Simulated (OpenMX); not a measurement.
Crystal: Te2Mo.

```
Te Mo
1.0
     6.33000    0.00000    0.00000
     0.00000    3.46900    0.00000
    -0.94679    0.00000   13.82762
Te Mo
8 4
Direct
  0.94370 0.75000 0.60450
  0.05630 0.25000 0.39550
  0.90300 0.25000 0.85140
  0.09700 0.75000 0.14860
  0.41120 0.75000 0.89550
  0.58880 0.25000 0.10450
  0.44320 0.25000 0.64840
  0.55680 0.75000 0.35160
  0.81670 0.75000 0.99260
  0.18330 0.25000 0.00740
  0.68190 0.25000 0.49340
  0.31810 0.75000 0.50660
```

| Property | Result |
| --- | --- |
| Program | OpenMX 3.8.5 |
| Task | single point |
| Functional | PBE |
| Potentials or basis | OpenMX 2013 PBE set, Te7.0-s3p2d2f1, Mo7.0-s3p2d2, grid cutoff 500 Ry |
| k mesh | 5 × 9 × 3 |
| Occupations | fermi-dirac, width 0.05 eV |
| Spin | no spin polarisation |

On this cell: pressure 4.9 GPa; largest force 0.661 eV/Å; band gap on the k mesh none (metal or under the smearing width).

The same run follows on a disturbed copy (atoms moved at random, drawn with an rms of 0.05 Å):

```
Te Mo
1.0
     6.33000    0.00000    0.00000
     0.00000    3.46900    0.00000
    -0.94679    0.00000   13.82762
Te Mo
8 4
Direct
  0.94447 0.74926 0.60092
  0.05649 0.25124 0.39764
  0.89364 0.26182 0.84948
  0.09915 0.75753 0.14535
  0.41283 0.76105 0.89963
  0.59556 0.24837 0.10264
  0.44383 0.25286 0.64782
  0.55757 0.73862 0.34997
  0.81360 0.74867 0.99398
  0.18382 0.25301 0.00728
  0.68032 0.24537 0.49615
  0.32068 0.75641 0.50354
```

Q: What does the disturbed cell give?

A: The energy (extrapolated to zero smearing) moves by +16.2 meV/atom; pressure 5.9 GPa; largest force 1.417 eV/Å; band gap on the k mesh none (metal or under the smearing width).

Forces on the atoms (eV/Å):
```
Te   0.220 -0.008  0.712
Te  -0.192  0.006 -0.639
Te   0.333 -0.262 -0.152
Te   0.016 -0.131  1.410
Te  -0.058 -0.169 -0.740
Te  -0.623  0.083  0.752
Te  -0.323  0.052  0.710
Te   0.221  0.161 -0.327
Mo   0.665  0.293 -0.656
Mo  -0.329  0.152 -0.597
Mo   0.118  0.036 -1.185
Mo  -0.074 -0.228  0.711
```

Caveats: the basis of atomic orbitals isn't converged, which shifts pressures, moduli and gaps.
